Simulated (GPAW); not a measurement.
Write an ASE script for GPAW 26.7.0 that does the following.

```
Task                      : band structure
Functional                : TPSS
Potentials or basis       : GPAW PAW data sets (gpaw-data 1.2.1)
Cutoff                    : 600 eV
Basis                     : pw
k mesh                    : 7 × 7 × 7
Occupations               : fermi-dirac, width 0.05 eV
Spin                      : spin-orbit coupling, no magnetisation
Eigensolver               : davidson
Maxiter                   : 150
Band path                 : GXWKGLUWLK,UX
Band points               : 80
spin axis theta (degrees) : 0
spin axis phi (degrees)   : 0
Soc after scf             : second variation without the xc potential
```

The structure of BaS lies in BaS.cif:

```cif
data_BaS
_cell_length_a 4.51664456
_cell_length_b 4.51664456
_cell_length_c 4.51664456
_cell_angle_alpha 60.00000000
_cell_angle_beta 60.00000000
_cell_angle_gamma 60.00000000
_space_group_name_H-M_alt 'P1'
_space_group_name_Hall 'P 1'
_space_group_IT_number 1
loop_
_space_group_symop_operation_xyz
'x,y,z'
loop_
_atom_site_label
_atom_site_type_symbol
_atom_site_symmetry_multiplicity
_atom_site_Wyckoff_symbol
_atom_site_fract_x
_atom_site_fract_y
_atom_site_fract_z
_atom_site_occupancy
Ba1 Ba 1 a 0.0000000000 0.0000000000 0.0000000000 1
S1 S 1 a 0.5000000000 0.5000000000 0.5000000000 1
```

The input as run:

run.py

```python
import numpy as np
from ase.dft.bandgap import bandgap
from ase.io import read, write
from ase.units import GPa
from gpaw import GPAW, PW
from gpaw.spinorbit import soc_eigenstates

atoms = read('BaS.cif')

calc = GPAW(mode=PW(600),
            xc='MGGA_X_TPSS+MGGA_C_TPSS',
            kpts={'size': (7, 7, 7), 'gamma': True},
            occupations={'name': 'fermi-dirac', 'width': 0.05},
            nbands=16,
            convergence={'density': 1e-05, 'energy': 1e-05},
            eigensolver='davidson',
            maxiter=150,
            txt='gpaw.txt')
atoms.calc = calc
energy = atoms.get_potential_energy()
forces = atoms.get_forces()
stress = atoms.get_stress()
calc.write('gs.gpw')
write('result.traj', atoms)
print(f'Energy: {energy:.6f} eV')
print('Forces (eV/A):')
print(forces.round(4))
print('Stress (GPa):', (stress / GPa).round(3))
print('Fermi level:', round(calc.get_fermi_level(), 4), 'eV')
print(f'Gap: {bandgap(calc)[0]:.4f} eV, direct: {bandgap(calc, direct=True)[0]:.4f} eV')

path = atoms.cell.bandpath('GXWKGLUWLK,UX', npoints=80, eps=1e-4)
bs_calc = calc.fixed_density(kpts=path, symmetry='off', nbands=29,
                             convergence={'bands': 'CBM+6.0', 'eigenstates': 1e-6}, txt='bands.txt')
bs = bs_calc.band_structure()
bs.write('bs.json')
print(f'Gap on the path: {bandgap(bs_calc)[0]:.4f} eV')

soc = soc_eigenstates(bs_calc, theta=0, phi=0, ignore_xc_potential=True)
np.savetxt('soc_bands.dat', soc.eigenvalues(), fmt='%.4f')
mesh = soc_eigenstates('gs.gpw', theta=0, phi=0, ignore_xc_potential=True)
np.savetxt('soc_mesh.dat', mesh.eigenvalues(), fmt='%.4f')
print('Fermi level with spin-orbit coupling:', round(mesh.fermi_level, 4), 'eV')
```

Potentials or basis: GPAW PAW data sets (gpaw-data 1.2.1), pw.

Launch:

```sh
$ OMP_NUM_THREADS=1 python run.py
```

It gave:

```
Pressure                : 1.1 GPa
Band gap on the k mesh  : 2.22 eV, indirect (least direct gap 2.33 eV)
Band gap along the path : 2.16 eV, indirect (least direct gap 2.25 eV)
```

Caveat: spin-orbit coupling was added after a scalar SCF, so levels and gaps hold it while energy, forces, pressure and moments don't; this program's spin-orbit splittings come out too wide for heavy elements; the PAW data sets were made with another functional, which shifts forces and pressure a little.

Wall time 3.3 min on 1 thread of Intel(R) Xeon(R) Platinum 8488C (Sapphire Rapids) (shared host), peak memory 0.47 GiB.
